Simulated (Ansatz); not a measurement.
# Li7F8: the cost of one run

Method: DFT PBE, scalar-relativistic, plane waves, PAW, in Ansatz 0.2.0.

3 further runs of the same task are left out: 1 that didn't finish, 2 set aside as unsound or not needed.

## 1. Starting point

It takes space group Cm (No. 8, monoclinic). Conventional cell: a = 9.808 Å, b = 6.249 Å, c = 7.303 Å, α = 90.00°, β = 132.18°, γ = 90.00°. Around Li (site symmetry m) lie 4 F at 1.89 to 1.90 Å. Li (site symmetry 1) has 4 F at 1.89 to 1.90 Å as nearest neighbours. Around F (site symmetry m) lie 4 Li at 1.89 to 1.90 Å. Around F (site symmetry m) lie 3 Li at 1.89 Å. F (site symmetry 1) is surrounded by 4 Li at 1.89 to 1.90 Å. Only part of the 11 independent sites is listed.

The input asks for a charge of -1 e on the cell.

As a file:

```cif
data_structure
_symmetry_space_group_name_H-M 'Cm'
_symmetry_Int_Tables_number 8
_cell_length_a 9.8081
_cell_length_b 6.2492
_cell_length_c 7.3034
_cell_angle_alpha 90.000
_cell_angle_beta 132.181
_cell_angle_gamma 90.000
_cell_volume 331.71
loop_
_atom_site_label
_atom_site_type_symbol
_atom_site_symmetry_multiplicity
_atom_site_Wyckoff_symbol
_atom_site_fract_x
_atom_site_fract_y
_atom_site_fract_z
_atom_site_occupancy
Li1 Li 2 a 0.97622 0.50000 0.33333 1
Li2 Li 4 b 0.72622 0.25000 0.83333 1
Li3 Li 4 b 0.14288 0.75000 0.16667 1
Li4 Li 2 a 0.39288 0.50000 0.66667 1
Li5 Li 2 a 0.39288 0.00000 0.66667 1
F1 F 2 a 0.16962 0.50000 0.33333 1
F2 F 2 a 0.16962 0.00000 0.33333 1
F3 F 4 b 0.41962 0.25000 0.83333 1
F4 F 4 b 0.83628 0.25000 0.16667 1
F5 F 2 a 0.08628 0.00000 0.66667 1
F6 F 2 a 0.58628 0.00000 0.66667 1
```

It goes back to an entry of the Materials Project, which need not be the stable form.

It is built from the cell relaxed beforehand with the same method (10.37 Å³/atom).

## 2. Setting up the jump

The supercell lacks one Li atom, at fractional position (0.976, 0.357, 0.333), and holds 15 atoms and a charge of -1 e on a uniform background. Atom 4 (Li), 3.04 Å away, is to jump into the empty site. The cell is fixed.

## 3. Relaxing around the vacancy

File input.yaml:

```yaml
crystal:
  lattice:
    - [1.5622954989, -2.7059751806, -4.9040679997]
    - [1.5622954989, -2.7059751806, 4.9040679997]
    - [-6.2491819957, 1.0e-10, 0.0]
  atoms:
    - { symbol: Li, position: [0.476218323, 0.8571150103, 0.3333333333] }
    - { symbol: Li, position: [0.976218323, 0.3571150103, 0.8333333333] }
    - { symbol: Li, position: [0.476218323, 0.8571150103, 0.8333333333] }
    - { symbol: Li, position: [0.8928849897, 0.773781677, 0.1666666667] }
    - { symbol: Li, position: [0.3928849897, 0.273781677, 0.1666666667] }
    - { symbol: Li, position: [0.8928849897, 0.773781677, 0.6666666667] }
    - { symbol: Li, position: [0.3928849897, 0.273781677, 0.6666666667] }
    - { symbol: F, position: [0.6696160103, 0.663717323, 0.3333333333] }
    - { symbol: F, position: [0.1696160103, 0.163717323, 0.3333333333] }
    - { symbol: F, position: [0.6696160103, 0.663717323, 0.8333333333] }
    - { symbol: F, position: [0.1696160103, 0.163717323, 0.8333333333] }
    - { symbol: F, position: [0.086282677, 0.5803839897, 0.1666666667] }
    - { symbol: F, position: [0.586282677, 0.0803839897, 0.1666666667] }
    - { symbol: F, position: [0.086282677, 0.5803839897, 0.6666666667] }
    - { symbol: F, position: [0.586282677, 0.0803839897, 0.6666666667] }
total_charge: -1
basis:
  ecutwfc: 420
kpoints:
  mp_grid: { grid: [4, 4, 4] }
hamiltonian:
  xc: pbe
scf:
  occupations: { method: gaussian, width: 0.05 }
output:
  forces: true
  stress: true
  eigenvalues: true
  write_density: true
  write_potential: true
  elf: true
  volumetric_format: npy
relax:
  adjacent_minimum: "off"
  f_tol: 0.02
  max_steps: 50
```

The run is started by

```bash
> ansatz run input.yaml --threads 4 --pin off --max-ram 9216MiB --backend cpu --events-out ev --progress --plain --runs-dir out
```

**Question.** How long does this run take on 4 threads of Arm Neoverse V1, shared host, and how much memory does it need?

About 24 s, with a peak of 0.59 GiB.
